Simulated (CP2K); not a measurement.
Set up this calculation in CP2K 2026.2, as the native input.

| Item | Value |
| --- | --- |
| Task | single point |
| Functional | PBE |
| Potentials or basis | POTENTIAL_UZH Rb GTH-PBE-q9; TZVP-MOLOPT-PBE-GTH basis |
| Density cutoff | 6123 eV |
| k mesh | 7 × 7 × 7 |
| Occupations | gaussian, width 0.02 eV |
| Spin | no spin polarisation |
| SCF solver | diagonalisation with k points |
| Quickstep method | GPW |
| EPS_DEFAULT | 1.0E-10 |
| EPS_SCF | 1.0E-6 |
| MAX_SCF | 100 |
| SCF_GUESS | ATOMIC |
| k points reduced by the point group | yes |
| Mesh centred on Gamma | yes |
| CHOLESKY | OFF |
| EPS_EIGVAL | 1.0E-7 |
| MIXING METHOD | BROYDEN_MIXING |
| MIXING ALPHA | 0.4 |
| NBUFFER | 8 |
| NGRIDS | 4 |
| Basis sets | Rb TZVP-MOLOPT-PBE-GTH-q9 |
| Potentials | Rb GTH-PBE-q9 of POTENTIAL_UZH |
| ADDED_MOS | [8] |
| REL_CUTOFF (Ry) | 60 Ry |
| MIXING BETA (1/bohr) | 1.5 1/bohr |
| CUTOFF of the grids | 450 Ry |

Crystal: Rb.

```
Rb
1.0
     4.85407    0.00000    0.00000
    -1.61802    4.57646    0.00000
    -1.61802   -2.28823    3.96333
Rb
1
Direct
  0.00000 0.00000 0.00000
```

The cell isn't the ideal one: the cell as VASP's run set it.

These files were run (other wordings do the same):

rb_scf.inp

```
&GLOBAL
  PROJECT rb_scf
  RUN_TYPE ENERGY_FORCE
  PRINT_LEVEL LOW
&END GLOBAL
&FORCE_EVAL
  METHOD QS
  STRESS_TENSOR ANALYTICAL
  &DFT
    BASIS_SET_FILE_NAME BASIS_MOLOPT_UZH
    POTENTIAL_FILE_NAME POTENTIAL_UZH
    &MGRID
      CUTOFF 450
      REL_CUTOFF 60
      NGRIDS 4
    &END MGRID
    &QS
      METHOD GPW
      EPS_DEFAULT 1.0E-10
    &END QS
    &KPOINTS
      SCHEME MONKHORST-PACK 7 7 7
      GAMMA_CENTERED T
      SYMMETRY T
      SYMMETRY_BACKEND SPGLIB
    &END KPOINTS
    &SCF
      SCF_GUESS ATOMIC
      EPS_SCF 1.0E-6
      MAX_SCF 100
      ADDED_MOS 8
      CHOLESKY OFF
      EPS_EIGVAL 1.0E-7
      &DIAGONALIZATION ON
        ALGORITHM STANDARD
      &END DIAGONALIZATION
      &MIXING ON
        METHOD BROYDEN_MIXING
        ALPHA 0.4
        BETA 1.5
        NBUFFER 8
      &END MIXING
      &SMEAR ON
        METHOD GAUSSIAN
        SIGMA [eV] 0.02
      &END SMEAR
    &END SCF
    &XC
      &XC_FUNCTIONAL PBE
      &END XC_FUNCTIONAL
    &END XC
    &PRINT
      &KPOINTS ON
      &END KPOINTS
      &MULLIKEN ON
      &END MULLIKEN
      &MO ON
        ENERGIES T
        OCCUPATION_NUMBERS T
        &EACH
          QS_SCF 0
        &END EACH
        ADD_LAST NUMERIC
      &END MO
      &E_DENSITY_CUBE ON
        STRIDE 1
      &END E_DENSITY_CUBE
      &V_HARTREE_CUBE ON
        STRIDE 1
      &END V_HARTREE_CUBE
      &ELF_CUBE ON
        STRIDE 1
      &END ELF_CUBE
    &END PRINT
  &END DFT
  &SUBSYS
    &CELL
      A 4.8540723900 0.0000000000 0.0000000000
      B -1.6180241296 4.5764633379 0.0000000000
      C -1.6180241296 -2.2882316682 3.9633335106
      PERIODIC XYZ
    &END CELL
    &COORD
      Rb  0.0000000000 0.0000000000 0.0000000000
    &END COORD
    &KIND Rb
      BASIS_SET TZVP-MOLOPT-PBE-GTH-q9
      POTENTIAL GTH-PBE-q9
    &END KIND
    &PRINT
      &ATOMIC_COORDINATES ON
      &END ATOMIC_COORDINATES
      &CELL ON
      &END CELL
    &END PRINT
  &END SUBSYS
  &PRINT
    &FORCES ON
    &END FORCES
    &STRESS_TENSOR ON
    &END STRESS_TENSOR
  &END PRINT
&END FORCE_EVAL
```

Potentials or basis: POTENTIAL_UZH Rb GTH-PBE-q9; TZVP-MOLOPT-PBE-GTH basis.

Launch:

```console
$ OMP_NUM_THREADS=1 cp2k.psmp -i rb_scf.inp -o rb_scf.out
```

Results of the run:

| Item | Value |
| --- | --- |
| Pressure | 0.1 GPa |
| Band gap on the k mesh | none (metal or under the smearing width) |

Caveat: the basis of atomic orbitals isn't converged, which shifts pressures, moduli and gaps.

It took 21 s on 1 thread of Arm Neoverse V1 (shared host), peak memory 0.32 GiB.
